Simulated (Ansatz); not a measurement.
# BN: the cost of one run

Method: DFT PBEsol, scalar-relativistic, plane waves, PAW, in Ansatz 0.2.0.

## Step 1: The starting structure

The structure is cubic, space group F-43m (No. 216). The conventional cell has a = 3.626 Å, b = 3.626 Å, c = 3.626 Å, α = 90.00°, β = 90.00°, γ = 90.00°. Around B (site symmetry -43m) lie 4 N at 1.57 Å. N (site symmetry -43m) is surrounded by 4 B at 1.57 Å.

Coordinates:

```cif
data_structure
_symmetry_space_group_name_H-M 'F-43m'
_symmetry_Int_Tables_number 216
_cell_length_a 3.6260
_cell_length_b 3.6260
_cell_length_c 3.6260
_cell_angle_alpha 90.000
_cell_angle_beta 90.000
_cell_angle_gamma 90.000
_cell_volume 47.67
loop_
_atom_site_label
_atom_site_type_symbol
_atom_site_symmetry_multiplicity
_atom_site_Wyckoff_symbol
_atom_site_fract_x
_atom_site_fract_y
_atom_site_fract_z
_atom_site_occupancy
B1 B 4 a 0.00000 0.00000 0.00000 1
N1 N 4 c 0.25000 0.25000 0.25000 1
```

The structure comes from the Materials Project (structure only).

## Step 2: A distortion that keeps the symmetry

What differs from the listed cell: strain xx, yy, zz, yz, xz, xy = +4.6, +4.6, +4.6, +0.0, +0.0, +0.0 %.

The input, input.yaml:

```yaml
crystal:
  lattice:
    - [0.0, 1.8966166061, 1.8966166061]
    - [1.8966166061, 0.0, 1.8966166061]
    - [1.8966166061, 1.8966166061, 0.0]
  atoms:
    - { symbol: B, position: [0.0, 0.0, 0.0] }
    - { symbol: "N", position: [0.75, 0.75, 0.75] }
basis:
  ecutwfc: 420
kpoints:
  mp_grid: { grid: [12, 12, 12] }
hamiltonian:
  xc: pbesol
scf:
  occupations: { method: gaussian, width: 0.02 }
output:
  forces: true
  stress: true
  eigenvalues: true
  populations: true
```

Command:

```
ansatz run input.yaml --threads 1 --pin off --max-ram 1331MiB --backend cpu --events-out ev --progress --plain --runs-dir out
```

What time and memory should one allow on 1 thread of an x86-64 CPU, shared host?

About 3.1 s, with a peak of 0.29 GiB.
